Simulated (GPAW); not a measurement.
Crystal: CdS (Greenockite).

```xyz
4
Lattice="4.1500 0.0000 0.0000 -2.0750 3.5940 0.0000 0.0000 0.0000 6.7370" Properties=species:S:1:pos:R:3 pbc="T T T"
Cd    2.0750    1.1980    3.3685
Cd    0.0000    2.3960    0.0000
S     2.0750    1.1980    5.8949
S     0.0000    2.3960    2.5264
```

Program: GPAW 26.7.0. Alike in all runs: cell as given.

Order these runs on this cell by their pressure, lowest first.
A. level WC; potentials or basis PAW data sets generated in the run's folder for this functional, pw; spin off; k mesh 4 × 4 × 2; cutoff (eV) 510; smearing fermi-dirac 0.01 eV; maxiter 150; mesh quality coarse
B. level PBE; potentials or basis GPAW PAW data sets (gpaw-data 1.2.1), pw; spin off; k mesh 6 × 6 × 3; cutoff (eV) 450; smearing fermi-dirac 0.05 eV; maxiter 80; mesh quality not flagged
C. level LDA; potentials or basis the program's PAW data sets (release 1.2.1) made for this functional, pw; spin SOC, no magnetisation; k mesh 5 × 5 × 3; cutoff (eV) 600; smearing fermi-dirac 0.05 eV; maxiter 150; band path GMKGALHA,LM,KH; band points 80; spin axis theta (degrees) 0; spin axis phi (degrees) 0; mesh quality not flagged

C (-3.3 GPa), A (-1.3 GPa), B (1.0 GPa).

Caveats: some runs use coarse meshes; the cutoff is short for stress and forces, so pressures can be off by a GPa or more (some runs); spin-orbit coupling was added after a scalar SCF, so levels and gaps hold it while energy, forces, pressure and moments don't (some runs).
